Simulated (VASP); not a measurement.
# ZnSn2N2 (P-4m2) in VASP: a series of runs

Runs on ZnSn2N2. Level: PBE. Tasks: single point.

All numbers are computed with VASP 6.6.1; they aren't measurements. Logs are shortened: lines on timing, memory, paths and dates and some standing lists are left out, and cuts for length are marked.

## 1. The undisturbed crystal

The structure is tetragonal, space group P-4m2 (No. 115). The conventional cell has a = 3.352 Å, b = 3.352 Å, c = 8.064 Å, α = 90.00°, β = 90.00°, γ = 90.00°. Around Sn (site symmetry 2mm) lie 2 N at 2.12 Å. Zn (site symmetry -4m2) has 4 N at 2.05 Å as nearest neighbours. Around N (site symmetry 2mm) lie 2 Zn at 2.05 Å and 2 Sn at 2.12 Å.

The cell comes from a database or a generator and needn't be the stable form of this composition.

## 2. Single point, PBE

INCAR reads:

```
PREC     = Accurate       # precision mode
ENCUT    = 250            # plane-wave cutoff, eV
EDIFF    = 1E-7           # SCF threshold, eV
ISMEAR   = 0              # smearing method
SIGMA    = 0.05           # smearing width, eV
LREAL    = False          # projectors in reciprocal space
LASPH    = True           # aspherical terms in the spheres
NELM     = 100            # most SCF steps
ALGO     = Normal         # electronic algorithm
ISIF     = 2              # what is computed and relaxed
LWAVE    = False          # write WAVECAR
LCHARG   = False          # write CHGCAR
GGA      = PE             # functional
NBANDS   = 33             # bands
ADDGRID  = False
```

KPOINTS reads:

```
Automatic mesh
0
Gamma
  5 5 2
```

POSCAR reads:

```
ZnSn2N2
1.0
    3.3523260000      0.0000000000      0.0000000000
    0.0000000000      3.3523260000      0.0000000000
    0.0000000000      0.0000000000      8.0642090000
Sn Zn N
2 1 2
Direct
    0.4973440000      0.4812300000      0.3153800000
    0.4977480000      0.5263330000      0.6946440000
   -0.0161480000     -0.0098380000     -0.0046550000
   -0.0132420000      0.5408690000      0.8583280000
    0.4951850000     -0.0107610000      0.1447960000
```

Potentials or basis: VASP PAW PBE potentials, release 64 (Sn_d, Zn, N).

The run is started by

```bash
> cat potpaw_PBE.64/Sn_d/POTCAR potpaw_PBE.64/Zn/POTCAR potpaw_PBE.64/N/POTCAR > POTCAR
> mpirun -np 1 vasp_std > vasp.out
```

OUTCAR:

```text
PREC = Accurate
   ENCUT = 250
   EDIFF = 1E-7
   ISMEAR = 0
   LREAL = False
   LASPH = True
   NELM = 100
   ISIF = 2
   GGA = PE

 Found     26 irreducible k-points:

 Following reciprocal coordinates:
            Coordinates               Weight
  0.000000  0.000000  0.000000      1.000000
  0.200000  0.000000  0.000000      2.000000
  0.000000  0.200000  0.000000      2.000000
  0.400000  0.000000  0.000000      2.000000
  0.000000  0.400000  0.000000      2.000000
  0.200000  0.200000  0.000000      2.000000
   k-points           NKPTS =     26   k-points in BZ     NKDIM =     26   number of bands    NBANDS=     33
   number of dos      NEDOS =    301   number of ions     NIONS =      5
   total plane-waves  NPLWV =  13608
   dimension x,y,z NGX =    18 NGY =   18 NGZ =   42
   dimension x,y,z NGXF=    36 NGYF=   36 NGZF=   84
   ions per type =               2   1   2
   NGX,Y,Z   is equivalent  to a cutoff of   8.93,  8.93,  8.66 a.u.
   NGXF,Y,Z  is equivalent  to a cutoff of  17.85, 17.85, 17.32 a.u.
 SYSTEM =  unknown system
   PREC   = accura    normal or accurate (medium, high low for compatibility)
   ISTART =      0    job   : 0-new  1-cont  2-samecut
   ICHARG =      2    charge: 1-file 2-atom 10-const
   ISPIN  =      1    spin polarized calculation?
   LNONCOLLINEAR =      F non collinear calculations
   LSORBIT =      F    spin-orbit coupling
   LASPH  =      T    aspherical Exc in radial PAW
   ENCUT  =  250.0 eV  18.37 Ry    4.29 a.u.   4.32  4.32 10.40*2*pi/ulx,y,z
   NELM   =    100;   NELMIN=  2; NELMDL= -5     # of ELM steps
   EDIFF  = 0.1E-06   stopping-criterion for ELM
   LREAL  =      F    real-space projection
   EDIFFG = 0.1E-05   stopping-criterion for IOM
   NSW    =      0    number of steps for IOM
   IBRION =     -1    ionic relax: 0-MD 1-quasi-New 2-CG
   NFREE  =      0    steps in history (QN), initial steepest desc. (CG)
   ISIF   =      2    stress and relaxation
   ISYM   =      2    0-nonsym 1-usesym 2-fastsym
   POTIM  = 0.5000    time-step for ionic-motion
   TEBEG  =    0.0;   TEEND  =   0.0 temperature during run
   PSTRESS=    0.0 pullay stress
   NELECT =      50.0000    total number of electrons
   NUPDOWN=      -1.0000    fix difference up-down
   EMIN   =  10.00;   EMAX   =-10.00  energy-range for DOS
   EFERMI =   0.00;   METHOD = LEGACY
   ISMEAR =     0;   SIGMA  =   0.05  broadening in eV -4-tet -1-fermi 0-gaus
   EFERMI_NEDOS =   21; number of points for ismear=-14 and -15
   IALGO  =     38    algorithm
   IMIX   =      4    mixing-type and parameters
     AMIX     =   0.40;   BMIX     =  1.00
     AMIX_MAG =   1.60;   BMIX_MAG =  1.00
  volume/ion in A,a.u.               =      18.13       122.32
  Fermi-wavevector in a.u.,A,eV,Ry     =   1.342703  2.537341 24.529295  1.802852
  Thomas-Fermi vector in A             =   2.470836
   LORBIT       =      0    0 simple, 1 ext, 2 COOP (PROOUT), +10 PAW based schemes
   GGA     = PE    functional components
   LHFCALC =     F    Hartree Fock is set to
   AEXX    =    0.0000 exact exchange contribution
   IVDW    =     0    specifies the selected vdW correction
   LEPSILON=     F    determine dielectric tensor
   LRPA    =     F    only Hartree local field effects (RPA)
 non-spin polarized calculation
 Gauss-broadening in eV      SIGMA  =   0.05
  energy-cutoff  :      250.00
  volume of cell :       90.63
 maximum number of plane-waves:       826
 NGX is ok and might be reduce to    18
   NGX =  9   NGY =  9   NGZ = 21

 number of electron      49.9999871 magnetization

 Free energy of the ion-electron system (eV)
  ---------------------------------------------------
  ext. energy  EPLUGINS =         0.00000000
  ---------------------------------------------------
  free energy    TOTEN  =       -24.21805118 eV

  energy without entropy =      -24.21424873  energy(sigma->0) =      -24.21614995

 E-fermi :   5.3032     XC(G=0): -10.2453

 val. band max:        5.3010979343   @ k =   0.0000   0.2000   0.0000
 cond. band min:       5.3161073598   @ k =   0.2000   0.0000   0.0000
 fundamental gap:      0.0150094255
 Fermi energy:         5.3031549287

 k-point     1 :       0.0000    0.0000    0.0000
  band No.  band energies     occupation
      1     -16.0164      2.00000
      2     -15.9184      2.00000
      3     -15.8689      2.00000
      4     -15.8197      2.00000
      5     -15.7834      2.00000
      6     -15.7320      2.00000
[... 25 lines left out ...]
     32      12.9431      0.00000
     33      13.2375      0.00000

 k-point     2 :       0.2000    0.0000    0.0000
  band No.  band energies     occupation
      1     -15.9856      2.00000
      2     -15.8792      2.00000
      3     -15.8784      2.00000
      4     -15.8300      2.00000
      5     -15.7812      2.00000
      6     -15.7489      2.00000
[... 25 lines left out ...]
     32      13.0401      0.00000
     33      14.0284      0.00000

 k-point     3 :       0.0000    0.2000    0.0000
  band No.  band energies     occupation
      1     -15.9800      2.00000
      2     -15.8922      2.00000
      3     -15.8475      2.00000
      4     -15.8179      2.00000
      5     -15.8040      2.00000
      6     -15.7483      2.00000
[... 25 lines left out ...]
     32      13.2125      0.00000
     33      14.2072      0.00000

 k-point     4 :       0.4000    0.0000    0.0000
  band No.  band energies     occupation
      1     -15.9985      2.00000
      2     -15.9100      2.00000
      3     -15.8293      2.00000
      4     -15.7828      2.00000
      5     -15.7713      2.00000
      6     -15.7641      2.00000
[... 25 lines left out ...]
     32      13.7453      0.00000
     33      13.8579      0.00000

 k-point     5 :       0.0000    0.4000    0.0000
  band No.  band energies     occupation
      1     -15.9341      2.00000
      2     -15.8864      2.00000
      3     -15.8537      2.00000
      4     -15.8150      2.00000
      5     -15.8038      2.00000
      6     -15.7704      2.00000
[... 25 lines left out ...]
     32      13.7216      0.00000
     33      13.8947      0.00000

 k-point     6 :       0.2000    0.2000    0.0000
  band No.  band energies     occupation
      1     -15.9538      2.00000
      2     -15.8644      2.00000
      3     -15.8476      2.00000
      4     -15.8226      2.00000
      5     -15.7956      2.00000
      6     -15.7656      2.00000
[... 25 lines left out ...]
     32      12.8921      0.00000
     33      14.5229      0.00000

 [... further k-points ...]
[... 5 lines left out ...]
  --------------------------------------------------------------------------------------
  -------------------------------------------------------------------------------------
  Total      -11.4755005    -10.8139012    -12.2312469     -0.0053883      2.0657901      0.1972538
  in kB     -202.8747286   -191.1783528   -216.2355275     -0.0952593     36.5209870      3.4872394
  external PRESSURE =    -203.4295363 kB  Pullay stress =       0.0000000 kB

 VOLUME and BASIS-vectors are now :
 -----------------------------------------------------------------------------
  energy-cutoff  :      250.00
  volume of cell :       90.63
      direct lattice vectors                 reciprocal lattice vectors
     3.352326000  0.000000000  0.000000000     0.298300344  0.000000000  0.000000000
     0.000000000  3.352326000  0.000000000     0.000000000  0.298300344  0.000000000
     0.000000000  0.000000000  8.064209000     0.000000000  0.000000000  0.124004723

 POSITION                                       TOTAL-FORCE (eV/Angst)
 -----------------------------------------------------------------------------------
      1.66726      1.61324      2.54329        -0.004768      0.219614     -0.714679
      1.66861      1.76444      5.60175        -0.359747      0.034315     -0.086925
      3.29819      3.31935      8.02667         0.238402      1.560011      1.170901
      3.30793      1.81317      6.92174         0.365421     -1.810901     -1.116970
      1.66002      3.31625      1.16767        -0.239307     -0.003039      0.747674
 -----------------------------------------------------------------------------------
    total drift:                               -0.003152      0.001930     -0.008699

  FREE ENERGIE OF THE ION-ELECTRON SYSTEM (eV)
  ---------------------------------------------------
  free  energy   TOTEN  =       -24.2180511808 eV

  energy  without entropy=      -24.2142487256  energy(sigma->0) =      -24.21614995
```

OSZICAR:

```text
N       E                     dE             d eps       ncg     rms          rms(c)
DAV:   1     0.361313706901E+03    0.36131E+03   -0.16734E+04  1780   0.142E+03
DAV:   2     0.191316710592E+02   -0.34218E+03   -0.32818E+03  1812   0.382E+02
DAV:   3    -0.261192931695E+02   -0.45251E+02   -0.44321E+02  2042   0.139E+02
DAV:   4    -0.276308453894E+02   -0.15116E+01   -0.15068E+01  1932   0.283E+01
DAV:   5    -0.276599289048E+02   -0.29084E-01   -0.29061E-01  2112   0.372E+00    0.131E+01
DAV:   6    -0.244326811635E+02    0.32272E+01   -0.13973E+01  2752   0.467E+01    0.755E+00
DAV:   7    -0.242690551015E+02    0.16363E+00   -0.29640E+00  1912   0.993E+00    0.527E+00
DAV:   8    -0.242642124856E+02    0.48426E-02   -0.75787E-01  2470   0.720E+00    0.153E+00
DAV:   9    -0.242161089153E+02    0.48104E-01   -0.15288E-01  2330   0.529E+00    0.341E-01
DAV:  10    -0.242178662963E+02   -0.17574E-02   -0.23776E-02  1876   0.988E-01    0.208E-01
DAV:  11    -0.242180598866E+02   -0.19359E-03   -0.15726E-03  2347   0.273E-01    0.587E-02
DAV:  12    -0.242180463068E+02    0.13580E-04   -0.22513E-04  2339   0.232E-01    0.201E-02
DAV:  13    -0.242180513608E+02   -0.50540E-05   -0.86609E-05  2203   0.646E-02    0.156E-02
DAV:  14    -0.242180504429E+02    0.91792E-06   -0.13879E-05  2278   0.322E-02    0.526E-03
DAV:  15    -0.242180509655E+02   -0.52254E-06   -0.28963E-06  2020   0.125E-02    0.221E-03
DAV:  16    -0.242180511646E+02   -0.19919E-06   -0.41859E-07  1797   0.664E-03    0.840E-04
DAV:  17    -0.242180511808E+02   -0.16115E-07   -0.98632E-08  1059   0.211E-03
   1 F= -.24218051E+02 E0= -.24216150E+02  d E =-.380246E-02
```

stdout:

```text
POSCAR found type information on POSCAR SnZnN
 POSCAR found :  3 types and       5 ions
 scaLAPACK will be used
 LDA part: xc-table for (Slater+PW92), standard interpolation
 POSCAR, INCAR and KPOINTS ok, starting setup
 FFT: planning ... GRIDC
 FFT: planning ... GRID_SOFT
 FFT: planning ... GRID
 WAVECAR not read
 entering main loop
```

Wall time 26 s (1 thread of AMD EPYC 7R13 (Zen 3), shared host); peak memory 0.11 GiB.

The run converged, but a check on its numbers failed (symmetry, net force, bounds or a known fault of this set-up), so they aren't taken as properties of the crystal.

Caveat: the k mesh is coarse (spacing up to 0.39 Å⁻¹), so the values aren't converged; the cutoff lies under the usual one of these potentials, so the numbers hold a large basis-set error.

## 3. Single point, PBE

INCAR: that of step 2 with these lines changed.

```diff
@@ -1,3 +1,3 @@
 PREC     = Accurate       # precision mode
-ENCUT    = 250            # plane-wave cutoff, eV
+ENCUT    = 350            # plane-wave cutoff, eV
 EDIFF    = 1E-7           # SCF threshold, eV
```

KPOINTS is that of step 2.

POSCAR is that of step 2.

Potentials or basis: VASP PAW PBE potentials, release 64 (Sn_d, Zn, N).

The run is started by

```bash
> cat potpaw_PBE.64/Sn_d/POTCAR potpaw_PBE.64/Zn/POTCAR potpaw_PBE.64/N/POTCAR > POTCAR
> mpirun -np 1 vasp_std > vasp.out
```

OUTCAR:

```text
PREC = Accurate
   ENCUT = 350
   EDIFF = 1E-7
   ISMEAR = 0
   LREAL = False
   LASPH = True
   NELM = 100
   ISIF = 2
   GGA = PE

 Found     26 irreducible k-points:

 Following reciprocal coordinates:
            Coordinates               Weight
  0.000000  0.000000  0.000000      1.000000
  0.200000  0.000000  0.000000      2.000000
  0.000000  0.200000  0.000000      2.000000
  0.400000  0.000000  0.000000      2.000000
  0.000000  0.400000  0.000000      2.000000
  0.200000  0.200000  0.000000      2.000000
   k-points           NKPTS =     26   k-points in BZ     NKDIM =     26   number of bands    NBANDS=     33
   number of dos      NEDOS =    301   number of ions     NIONS =      5
   total plane-waves  NPLWV =  20000
   dimension x,y,z NGX =    20 NGY =   20 NGZ =   50
   dimension x,y,z NGXF=    40 NGYF=   40 NGZF=  100
   ions per type =               2   1   2
   NGX,Y,Z   is equivalent  to a cutoff of   9.92,  9.92, 10.31 a.u.
   NGXF,Y,Z  is equivalent  to a cutoff of  19.84, 19.84, 20.62 a.u.
 SYSTEM =  unknown system
   PREC   = accura    normal or accurate (medium, high low for compatibility)
   ISTART =      0    job   : 0-new  1-cont  2-samecut
   ICHARG =      2    charge: 1-file 2-atom 10-const
   ISPIN  =      1    spin polarized calculation?
   LNONCOLLINEAR =      F non collinear calculations
[... 52 lines left out ...]

 E-fermi :   5.2554     XC(G=0): -10.2412

 val. band max:        5.2456120871   @ k =   0.0000   0.2000   0.0000
 cond. band min:       5.2629909302   @ k =   0.2000   0.0000   0.0000
 fundamental gap:      0.0173788431
 Fermi energy:         5.2554345764

 k-point     1 :       0.0000    0.0000    0.0000
  band No.  band energies     occupation
      1     -16.0787      2.00000
      2     -15.9867      2.00000
      3     -15.9394      2.00000
      4     -15.8855      2.00000
      5     -15.8543      2.00000
      6     -15.8033      2.00000
[... 205 lines left out ...]
     32      12.7778      0.00000
     33      14.5535      0.00000

 [... further k-points ...]
[... 5 lines left out ...]
  --------------------------------------------------------------------------------------
  -------------------------------------------------------------------------------------
  Total       -3.0011659     -2.3234372     -3.8111843     -0.0081115      2.0192171      0.1858598
  in kB      -53.0574433    -41.0759163    -67.3777141     -0.1434029     35.6976256      3.2858057
  external PRESSURE =     -53.8370246 kB  Pullay stress =       0.0000000 kB

 VOLUME and BASIS-vectors are now :
 -----------------------------------------------------------------------------
  energy-cutoff  :      350.00
  volume of cell :       90.63
      direct lattice vectors                 reciprocal lattice vectors
     3.352326000  0.000000000  0.000000000     0.298300344  0.000000000  0.000000000
     0.000000000  3.352326000  0.000000000     0.000000000  0.298300344  0.000000000
     0.000000000  0.000000000  8.064209000     0.000000000  0.000000000  0.124004723

 POSITION                                       TOTAL-FORCE (eV/Angst)
 -----------------------------------------------------------------------------------
      1.66726      1.61324      2.54329        -0.004211      0.225063     -0.788614
      1.66861      1.76444      5.60175        -0.366770      0.036521     -0.022820
      3.29819      3.31935      8.02667         0.210074      1.419623      1.123455
      3.30793      1.81317      6.92174         0.368065     -1.653576     -0.991321
      1.66002      3.31625      1.16767        -0.207158     -0.027631      0.679301
 -----------------------------------------------------------------------------------
    total drift:                               -0.001131      0.000158     -0.001124

  FREE ENERGIE OF THE ION-ELECTRON SYSTEM (eV)
  ---------------------------------------------------
  free  energy   TOTEN  =       -23.9986628036 eV

  energy  without entropy=      -23.9945733388  energy(sigma->0) =      -23.99661807
```

OSZICAR:

```text
N       E                     dE             d eps       ncg     rms          rms(c)
DAV:   1     0.422444493232E+03    0.42244E+03   -0.20016E+04  1780   0.181E+03
DAV:   2     0.357822855412E+02   -0.38666E+03   -0.37011E+03  1756   0.458E+02
DAV:   3    -0.256866115097E+02   -0.61469E+02   -0.59935E+02  2024   0.171E+02
DAV:   4    -0.286214650047E+02   -0.29349E+01   -0.29201E+01  2020   0.416E+01
DAV:   5    -0.286893231187E+02   -0.67858E-01   -0.67795E-01  2070   0.637E+00    0.146E+01
DAV:   6    -0.242910485532E+02    0.43983E+01   -0.20834E+01  2784   0.594E+01    0.788E+00
DAV:   7    -0.240399472402E+02    0.25110E+00   -0.46298E+00  1937   0.131E+01    0.537E+00
DAV:   8    -0.240260770686E+02    0.13870E-01   -0.86896E-01  2559   0.818E+00    0.198E+00
DAV:   9    -0.239983966306E+02    0.27680E-01   -0.13139E-01  2367   0.528E+00    0.363E-01
DAV:  10    -0.239985302902E+02   -0.13366E-03   -0.18387E-02  2124   0.121E+00    0.231E-01
DAV:  11    -0.239986598890E+02   -0.12960E-03   -0.20714E-03  2312   0.316E-01    0.124E-01
DAV:  12    -0.239986557962E+02    0.40928E-05   -0.53829E-04  2421   0.248E-01    0.214E-02
DAV:  13    -0.239986639698E+02   -0.81736E-05   -0.99649E-05  2023   0.762E-02    0.151E-02
DAV:  14    -0.239986627027E+02    0.12671E-05   -0.17514E-05  2190   0.270E-02    0.556E-03
DAV:  15    -0.239986624988E+02    0.20389E-06   -0.34817E-06  2157   0.152E-02    0.245E-03
DAV:  16    -0.239986627908E+02   -0.29198E-06   -0.76095E-07  1733   0.795E-03    0.123E-03
DAV:  17    -0.239986628036E+02   -0.12803E-07   -0.15201E-07  1327   0.363E-03
   1 F= -.23998663E+02 E0= -.23996618E+02  d E =-.408946E-02
```

stdout:

```text
POSCAR found type information on POSCAR SnZnN
 POSCAR found :  3 types and       5 ions
 scaLAPACK will be used
 LDA part: xc-table for (Slater+PW92), standard interpolation
 POSCAR, INCAR and KPOINTS ok, starting setup
 FFT: planning ... GRIDC
 FFT: planning ... GRID_SOFT
 FFT: planning ... GRID
 WAVECAR not read
 entering main loop
```

It took 38 s on 1 thread of AMD EPYC 7R13 (Zen 3), shared host; peak memory 0.14 GiB.

The run converged, but a check on its numbers failed (symmetry, net force, bounds or a known fault of this set-up), so they aren't taken as properties of the crystal.

Caveat: the k mesh is coarse (spacing up to 0.39 Å⁻¹), so the values aren't converged; the cutoff lies under the usual one of these potentials, so the numbers hold a large basis-set error.

## 4. Single point, PBE

INCAR: that of step 3 with these lines changed.

```diff
@@ -1,6 +1,6 @@
 PREC     = Accurate       # precision mode
-ENCUT    = 350            # plane-wave cutoff, eV
+ENCUT    = 400            # plane-wave cutoff, eV
 EDIFF    = 1E-7           # SCF threshold, eV
 ISMEAR   = 0              # smearing method
-SIGMA    = 0.05           # smearing width, eV
+SIGMA    = 0.5            # smearing width, eV
 LREAL    = False          # projectors in reciprocal space
```

KPOINTS is that of step 3.

POSCAR is that of step 3.

The run is started by

```bash
> cat potpaw_PBE.64/Sn_d/POTCAR potpaw_PBE.64/Zn/POTCAR potpaw_PBE.64/N/POTCAR > POTCAR
> mpirun -np 1 vasp_std > vasp.out
```

Run time: 56 s. Hardware: 1 thread of AMD EPYC 7R13 (Zen 3), shared host; peak memory 0.16 GiB.

These settings aren't checked as converged: the numbers below hold their error.

What came out:

| Property | Result |
| --- | --- |
| Free energy | -24.1131 eV |
| Largest force | 1.960 eV/Å |
| Band gap on the k mesh | none (metal or under the smearing width) |

Caveat: the k mesh is coarse (spacing up to 0.39 Å⁻¹), so the values aren't converged; the cutoff is under 1.25 times the usual one of these potentials, so pressure, stress and relaxed cells hold a basis-set (Pulay) error.

(Continued in part 2 of 2.)
